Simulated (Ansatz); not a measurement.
## Tl: relaxation of cell and atoms with r2SCAN

Tl:

```
CELL_PARAMETERS angstrom
-1.95600 1.95600 1.95600
1.95600 -1.95600 1.95600
1.95600 1.95600 -1.95600
ATOMIC_POSITIONS crystal
Tl 0.00000 0.00000 0.00000
```

This isn't the form of Tl at room conditions, which is hcp.

| Quantity | Value |
| --- | --- |
| Program | Ansatz 0.2.0 |
| Task | relaxation of cell and atoms |
| Functional | r2SCAN |
| Potentials or basis | Ansatz PAW |
| Cutoff | 500 eV (not typed: the program's choice for these potentials) |
| k mesh | 10 × 10 × 10 |
| Occupations | fermi-dirac, width 0.05 eV |
| Spin | no spin polarisation |
| Target pressure | 30 GPa |
| Target pressure (GPa) | 30 |

- Relaxed volume: 21.01 Å³/atom
- Relaxed cell: a = 3.011 Å, b = 3.011 Å, c = 3.011 Å, α = 109.47°, β = 109.47°, γ = 109.47°
- Space group after relaxing (to 0.05 Å): Im-3m (No. 229)
- Energy change on relaxing (the enthalpy is what falls): +579.3 meV/atom
- Ionic steps: 6
- Pressure after relaxing: 30.0 GPa
- Band gap on the k mesh: none (metal or under the smearing width)

Step by step:
| step | energy change (eV) | largest force (eV/Å) | volume (Å³) |
| --- | --- | --- | --- |
| 1 | 0.0000 | 0.0000 | 29.93 |
| 2 | 0.0836 | 0.0000 | 25.77 |
| 3 | 0.4154 | 0.0000 | 22.00 |
| 4 | 0.6499 | 0.0000 | 20.65 |
| 5 | 0.5791 | 0.0000 | 21.01 |
| 6 | 0.5793 | 0.0000 | 21.01 |

Final structure:
```
CELL_PARAMETERS angstrom
-1.73828 1.73828 1.73828
1.73828 -1.73828 1.73828
1.73828 1.73828 -1.73828
ATOMIC_POSITIONS crystal
Tl 0.00000 0.00000 0.00000
```

Levels at points of the mesh, in eV from the Fermi level:
| k point | band 2 | band 3 | band 4 | band 5 | band 6 | band 7 | band 8 | band 9 | band 10 | band 11 |
| --- | --- | --- | --- | --- | --- | --- | --- | --- | --- | --- |
| (0.00, 0.00, 0.00) | -13.04 | -13.04 | -13.04 | -12.14 | -12.14 | 13.47 | 13.47 | 13.47 | 15.18 | 15.18 |
| (0.00, 0.00, -0.50) | -13.46 | -12.21 | -12.12 | -11.52 | -4.87 | -4.29 | 7.52 | 8.39 | 13.66 | 14.33 |
| (-0.50, -0.50, -0.50) | -13.61 | -11.67 | -11.67 | -11.67 | 0.61 | 1.37 | 1.37 | 1.37 | 8.32 | 8.32 |

Run time: 7.6 s on 2 threads of Intel(R) Xeon(R) Platinum 8488C (Sapphire Rapids) (shared host), peak memory 0.4 GiB.

Caveat: the volume moved by over 15 % at a fixed basis, so the end points are rough; the plane-wave basis is chosen anew once the cell has moved, so the energies of steps on either side of that aren't comparable; the PAW data sets come from PBE, with cores solved anew for the run's functional, which leaves a small shift of forces and pressure. Spin-orbit coupling is left out, which matters for the levels of Tl.
